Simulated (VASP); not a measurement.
**GaAs: single point with r2SCAN**

Crystal: GaAs.

```
CELL_PARAMETERS angstrom
0.00000 2.81237 2.81237
2.81237 0.00000 2.81237
2.81237 2.81237 0.00000
ATOMIC_POSITIONS crystal
Ga 0.00000 0.00000 0.00000
As 0.25000 0.25000 0.25000
```

The cell was built by a generator and isn't the measured one.

```yaml
Program: VASP 6.6.1
Task: single point
Functional: r2SCAN
Potentials_or_basis: VASP PAW PBE potentials, release 64 (Ga_d, As)
Cutoff: 520 eV
k_mesh: 8 × 8 × 8
Occupations: gaussian, width 0.02 eV
Spin: non-collinear spin, zero start, spin-orbit coupling
Starting_moments: "[[0.0, 0.0, 0.0], [0.0, 0.0, 0.0]] μB"
Further_INCAR_settings: ALGO = Normal; EDIFF = 1e-06
```

The pressure is 1.8 GPa. The net moment is 0.00 μB per cell and the valence electrons inside the program's atomic spheres are Ga 11.66; As 2.89.

Moments on the atoms (μB; x, y, z):
```
Ga  0.00 0.00 0.00
As  0.00 0.00 0.00
```

Wall time 25 min on 1 thread of AMD EPYC 7R43 64-Core Processor (Zen 3), on a shared host, peak memory 0.34 GiB.

Caveat: the PAW data sets were made with another functional, which shifts forces and pressure a little.
